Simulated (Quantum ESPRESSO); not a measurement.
ZnS (Wurtzite-4H) under changes of volume

One of the cells (19.805 Å³/atom); the others are scaled copies at fixed shape and fractional positions:

```
CELL_PARAMETERS angstrom
3.82270 0.00000 0.00000
-1.91135 3.31056 0.00000
0.00000 0.00000 12.52000
ATOMIC_POSITIONS crystal
Zn 0.66667 0.33333 0.75000
Zn 0.33333 0.66667 0.25000
Zn 0.00000 0.00000 0.50000
Zn 0.00000 0.00000 0.00000
S 0.66667 0.33333 0.93750
S 0.33333 0.66667 0.43750
S 0.00000 0.00000 0.68750
S 0.00000 0.00000 0.18750
```

| Item | Value |
| --- | --- |
| Program | Quantum ESPRESSO 7.5 |
| Functional | LDA |
| Potentials or basis | GBRV 1.5 LDA |
| Cutoff | 762 eV |
| Density cutoff | 6095 eV |
| k mesh | 6 × 6 × 2 |
| Occupations | fermi-dirac, width 0.05 eV |
| Spin | no spin polarisation |

```csv
volume (Å³/atom),energy over the lowest point (meV/atom),pressure (GPa),gap on the mesh (eV)
18.617,0.00,-0.1,2.14
19.013,2.10,-1.8,2.05
19.409,8.27,-3.3,1.96
19.805,18.01,-4.7,1.87
20.202,30.98,-5.9,1.78
20.598,?,?,?
20.994,65.14,-7.9,1.61
```

Question: What does the run at 20.598 Å³/atom give?

Answer: Energy over the lowest point 46.80 meV/atom; pressure -7.0 GPa; gap on the mesh 1.69 eV.

Worked out: A Birch-Murnaghan fit of order 3 (a polynomial in V^(-2/3)) to the other rows has its minimum at 18.62 Å³/atom with B0 = V·E''(V) = 86 GPa and B' = 4.4 at fixed shape and positions, which overstates the stiffness. It gives 46.79 meV/atom at 20.598 Å³/atom, against the run's 46.80, and -dE/dV = -6.9 GPa, against -7.0. A straight line through the other rows of the gap, of slope -4.42 eV per unit of ln V (its deformation potential), gives 1.70 eV, against the run's 1.69.

Energies are extrapolated to zero smearing.
